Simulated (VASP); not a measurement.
ZnF2, 6 atoms in the cell. The structure is tetragonal, space group P4_2/mnm (No. 136). The conventional cell has a = 4.705 Å, b = 4.705 Å, c = 3.134 Å, α = 90.00°, β = 90.00°, γ = 90.00°. Zn (site symmetry mmm) has 6 F at 2.01 to 2.05 Å as nearest neighbours. Around F (site symmetry m2m) lie 3 Zn at 2.01 to 2.05 Å. 

* Program: VASP 6.6.1
* Task: band structure
* Functional: LAK
* Potentials or basis: VASP PAW PBE potentials, release 64 (Zn, F)
* Cutoff: 520 eV
* k mesh: 6 × 6 × 9
* Occupations: fermi-dirac, width 0.05 eV
* Spin: no spin polarisation
* Further INCAR settings: ALGO = Normal; EDIFF = 1e-06; NBANDS = 35

Potentials or basis: VASP PAW PBE potentials, release 64 (Zn, F).

Command:

```console
$ cat potpaw_PBE.64/Zn/POTCAR potpaw_PBE.64/F/POTCAR > POTCAR
$ mpirun -np 1 vasp_std > vasp.out
```

Hardware: 1 thread of Intel(R) Xeon(R) 6975P-C (Granite Rapids), with other jobs on the host.

Task: Estimate the wall time of this run.

Result: Wall time 6.3 min on 1 thread of Intel(R) Xeon(R) 6975P-C (Granite Rapids), on a shared host, peak memory 0.29 GiB. Counts: scf iterations 49, k points 50.
